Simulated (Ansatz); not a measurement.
# A small benchmark: atomisation enthalpy at 298 K

6 molecules of light elements (H to F); the atomisation enthalpy at 298 K in kJ/mol, computed less measured. Shapes, held fixed at every level: PBE0-D4/def2-TZVP. Flexible molecules stand in one conformer, not always the lowest. Thermal terms are harmonic and unscaled (PBE0-D4/def2-TZVP); the spin-orbit lowering of the free atoms is taken from their spectra. Programs: Ansatz 0.2.0. Measured values: Active Thermochemical Tables, CRC Handbook of Chemistry and Physics, NIST-JANAF tables.

Levels: A = HF/def2-SVP; B = B3LYP-D4/def2-TZVPP; C = PBE0-D4/def2-TZVPP.

| molecule | from tabulated heats | A | B | C |
| --- | --- | --- | --- | --- |
| H2O (water) | 927 | -339 | -13 | -29 |
| B(OH)F2 | 2280 | -565 | -8 | -7 |
| C2H7N (dimethylamine) | 3448 | -956 | +17 | +10 |
| C4H4N2 (succinonitrile) | 4475 | -1389 | +7 | +38 |
| C4H6O3 (acetic anhydride) | 5496 | -1615 | -6 | +40 |
| C4H10O (diethyl ether) | 5549 | -1425 | -7 | +13 |

Q: Sum up the errors.

A: 
```
              level           kind  mean error  mean absolute error  worst case
        HF/def2-SVP   Hartree–Fock     -1048.2               1048.2      C4H6O3
B3LYP-D4/def2-TZVPP  global hybrid        -1.7                  9.7       C2H7N
 PBE0-D4/def2-TZVPP  global hybrid       +10.8                 22.8      C4H6O3
```

On this set B3LYP-D4/def2-TZVPP has the smallest mean absolute error and HF/def2-SVP the largest. HF/def2-SVP is too low in 6 of 6; B3LYP-D4/def2-TZVPP is too low in 4 of 6; PBE0-D4/def2-TZVPP is too high in 4 of 6. The tabulated value of B(OH)F2 is in doubt (older tables, estimates, or at odds with other calculations) and kept here. Over the 5 molecules whose values aren't doubted the mean absolute errors are A 1144.8; B 10.0; C 26.0. For HF/def2-SVP the error grows with the size of the molecule. Hartree–Fock lacks correlation and underbinds. The set is small.

Size alone does not order the Hartree-Fock errors. Dimethylamine and succinonitrile have equal numbers of atoms, yet the deficit rises from 956 to 1389 kJ/mol, and acetic anhydride has a larger one than diethyl ether, which has more atoms. Atomisation breaks up electron pairs, and the correlation energy lost is especially large for multiple bonds, where several pairs share a compact region. The small basis probably adds to the deficit by describing polarisation in the molecules poorly, so the column does not measure missing correlation alone.

The hybrids recover most of this energy, but PBE0's modest mean error hides a spread from -29 for water to +40 for acetic anhydride. Its largest overbinding occurs in the two molecules with multiple bonds, which suggests an imbalance in how it treats correlation in molecules and free atoms. B3LYP is more even, perhaps because its parameters were fitted partly to atomisation energies, though PBE0 does better for dimethylamine. Neither hybrid's accuracy here carries over automatically to reaction barriers or noncovalent binding.
